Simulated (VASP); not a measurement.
The system is ZrN.

```xyz
2
Lattice="0.0000 2.3000 2.3000 2.3000 0.0000 2.3000 2.3000 2.3000 0.0000" Properties=species:S:1:pos:R:3 pbc="T T T"
Zr    2.3000    2.3000    2.3000
N     0.0000    0.0000    0.0000
```

| Property | Result |
| --- | --- |
| Program | VASP 6.6.1 |
| Task | relaxation of cell and atoms |
| Functional | PBE |
| Dispersion | D3(BJ) |
| Potentials or basis | VASP PAW PBE potentials, release 64 (Zr_sv, N) |
| Cutoff | 600 eV |
| k mesh | 14 × 14 × 14 |
| Occupations | methfessel-paxton, width 0.1 eV |
| Spin | no spin polarisation |

At the start: pressure -6.5 GPa; volume 12.17 Å³/atom.

Task: Where does the relaxation end?

Result: Over 3 steps the energy falls by 6.5 meV/atom and the volume is 11.86 Å³/atom (-2.6 %); space group Fm-3m (No. 225, to 0.05 Å).

The path:
```csv
step,energy change (eV),largest force (eV/Å),pressure (GPa),volume (Å³)
1,0.0000,0.0000,-6.49,24.33
2,0.0296,0.0000,13.38,22.64
3,-0.0131,0.0000,-0.09,23.71
```

Final structure:
```
Zr N
1.0
     0.00000    2.28025    2.28025
     2.28025    0.00000    2.28025
     2.28025    2.28025    0.00000
Zr N
1 1
Direct
  0.50000 0.50000 0.50000
  0.00000 0.00000 0.00000
```

Caveat: pairwise dispersion overbinds metals, which lowers pressure and volume.
